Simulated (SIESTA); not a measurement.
# TiSi2 under changes of volume

One of the cells (13.981 Å³/atom); the others are scaled copies at fixed shape and fractional positions:

```
Ti Si
1.0
     0.00000    4.11752    4.26290
     2.38951    0.00000    4.26290
     2.38951    4.11752    0.00000
Ti Si
2 4
Direct
  0.75000 0.75000 0.75000
  0.50000 0.50000 0.50000
  0.41257 0.08743 0.41257
  0.08743 0.41257 0.08743
  0.16257 0.83743 0.16257
  0.83743 0.16257 0.83743
```

The cell is a database's computed one.

- Program: SIESTA 5.4.2
- Functional: LDA
- Potentials or basis: PseudoDojo 0.4 standard (LDA files)
- Basis: DZP (energy shift 0.003 Ry; two zetas on semicore shells)
- Grid cutoff: 800 Ry
- Energy shift: 0.003 Ry
- k mesh: 5 × 5 × 5
- Occupations: fermi-dirac, width 0.05 eV
- Spin: no spin polarisation

```csv
volume (Å³/atom),energy over the lowest point (meV/atom),pressure (GPa),largest force (eV/Å)
13.142,5.84,5.2,0.059
13.421,0.00,1.6,0.042
13.701,0.19,-1.7,0.029
13.981,5.78,-4.6,0.017
14.260,?,?,?
14.540,30.95,-9.6,0.005
14.820,49.57,-11.7,0.014
```

Question: What does the run at 14.260 Å³/atom give?

Answer: Energy over the lowest point 16.20 meV/atom; pressure -7.2 GPa; largest force 0.006 eV/Å.

Worked out: A Birch-Murnaghan fit of order 3 (a polynomial in V^(-2/3)) to the other rows has its minimum at 13.55 Å³/atom with B0 = V·E''(V) = 159 GPa and B' = 4.4 at fixed shape and positions, which overstates the stiffness. It gives 16.19 meV/atom at 14.260 Å³/atom, against the run's 16.20, and -dE/dV = -7.3 GPa, against -7.2.

Energies are extrapolated to zero smearing.

Caveats: the basis of atomic orbitals isn't converged, which shifts pressures, moduli and gaps.
